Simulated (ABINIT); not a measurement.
Crystal: HfO2.

```xyz
3
Lattice="0.0000 2.5575 2.5575 2.5575 0.0000 2.5575 2.5575 2.5575 0.0000" Properties=species:S:1:pos:R:3 pbc="T T T"
Hf    0.0000    0.0000    0.0000
O     3.8363    3.8363    3.8363
O     1.2788    1.2788    1.2788
```

Measurements of this composition are mostly on another form, of space group No. 14.

Base run:

```yaml
Program: ABINIT 10.8.3 (patched build)
Functional: LDA
Potentials_or_basis: JTH PAW LDA v2.0
Cutoff: 626 eV
k_mesh: 7 × 7 × 7
Occupations: fermi-dirac, width 0.05 eV
Spin: no spin polarisation
```

Its results: band gap on the k mesh 3.71 eV, indirect (least direct gap 3.88 eV); pressure -20.0 GPa.

Problem. The run is repeated on the same cell with these changes: k mesh from 7 × 7 × 7 to 12 × 12 × 12. What comes out?

Solution. Band gap on the k mesh 3.52 eV, direct; pressure -20.0 GPa.

Caveats: so large a pressure means that the cell lies far from this level's equilibrium, or that cutoff or potentials fall short; spin-orbit coupling is left out, which moves the levels of the heavy elements; an odd mesh through Γ misses points on the zone boundary, where band edges often lie (some runs).
